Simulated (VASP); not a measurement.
# SrO in VASP: one cell, several levels of theory

Aim: gap, levels, forces and stress of rocksalt SrO, under -3.0 % biaxial strain in the (111) plane, free along [111] at fixed geometry. Runs: PBE, r2SCAN. The results are then set beside those of Ansatz 0.2.0 for the same cell.

Program: VASP 6.6.1. PAW datasets, plane waves. (Simulation; spin polarisation is off.)

**1. The structure to begin with**

The cell comes from an earlier relaxation with r2SCAN in another program, then strained, with the atoms relaxed again.

The symmetry is R-3m (No. 166, trigonal); a = 3.539 Å, c = 9.118 Å in the conventional setting, 16.48 Å³ an atom. Sr has 6 O at 2.55 Å; O has 6 Sr at 2.55 Å.

Coordinates:

```
CELL_PARAMETERS angstrom
0.08647 2.58896 2.58896
2.58896 0.08647 2.58896
2.58896 2.58896 0.08647
ATOMIC_POSITIONS crystal
Sr 0.00000 0.00000 0.00000
O 0.50000 0.50000 0.50000
```

**2. Single point with PBE**

Contents of INCAR:

```
ENCUT = 520.000000
SIGMA = 0.020000
EDIFF = 1.00e-07
GGA = PE
PREC = Accurate
IBRION = -1
ISIF = 2
ISMEAR = -1
NBANDS = 15
NELM = 120
NSW = 0
LASPH = .TRUE.
LCHARG = .TRUE.
LELF = .TRUE.
LWAVE = .FALSE.
LREAL = .FALSE.
```

Contents of KPOINTS:

```
KPOINTS created by Atomic Simulation Environment
0
Gamma
8 8 8
0 0 0
```

Contents of KPOINTS_OPT:

```
special points
7
Reciprocal
0.0000000000 0.0000000000 0.0000000000 1
0.5000000000 0.0000000000 0.5000000000 1
0.6250000000 0.2500000000 0.6250000000 1
0.3750000000 0.3750000000 0.7500000000 1
0.5000000000 0.5000000000 0.5000000000 1
0.5000000000 0.2500000000 0.7500000000 1
0.0000000000 0.5000000000 0.5000000000 1
```

Contents of POSCAR:

```
Sr O
 1.0000000000000000
     0.0864678396000000    2.5889633957000000    2.5889633957000000
     2.5889633957000000    0.0864678396000000    2.5889633957000000
     2.5889633957000000    2.5889633957000000    0.0864678396000000
 Sr  O
   1   1
Cartesian
  0.0000000000000000  0.0000000000000000  0.0000000000000000
  2.6321973155000005  2.6321973155000005  2.6321973155000005
```

The run uses the recommended PBE PAW datasets (16 valence electrons a neutral cell).

Command:

```sh
$ mpirun -np 1 vasp_std
```

**3. r2SCAN**

Contents of INCAR:

```
ENCUT = 520.000000
SIGMA = 0.010000
EDIFF = 1.00e-07
ALGO = Normal
METAGGA = R2SCAN
PREC = Accurate
IBRION = -1
ISIF = 2
ISMEAR = 0
NBANDS = 15
NELM = 120
NSW = 0
LASPH = .TRUE.
LCHARG = .TRUE.
LELF = .TRUE.
LWAVE = .FALSE.
LREAL = .FALSE.
```

KPOINTS is that of step 2.

KPOINTS_OPT is that of step 2.

POSCAR is that of step 2.

Before running it: what results should come out? Wanted: for each run, gap; pressure; Ansatz: gap; Ansatz: pressure.

**Answer**, as computed:

```
 level  gap (eV)  pressure (GPa)  Ansatz: gap (eV)  Ansatz: pressure (GPa)
   PBE      3.19            6.48              3.24                    5.81
r2SCAN      3.67            4.68              3.72                    4.05
```

**Reading.** The gap spans 3.19 eV (PBE) to 3.67 eV (r2SCAN). The pressure is highest with PBE (6.5 GPa) and lowest with r2SCAN (4.7 GPa), which orders the cells that they would relax to. The two programs agree on the gap within 0.07 eV, far less than the spread between functionals. Each program uses its own PAW datasets and cutoff.
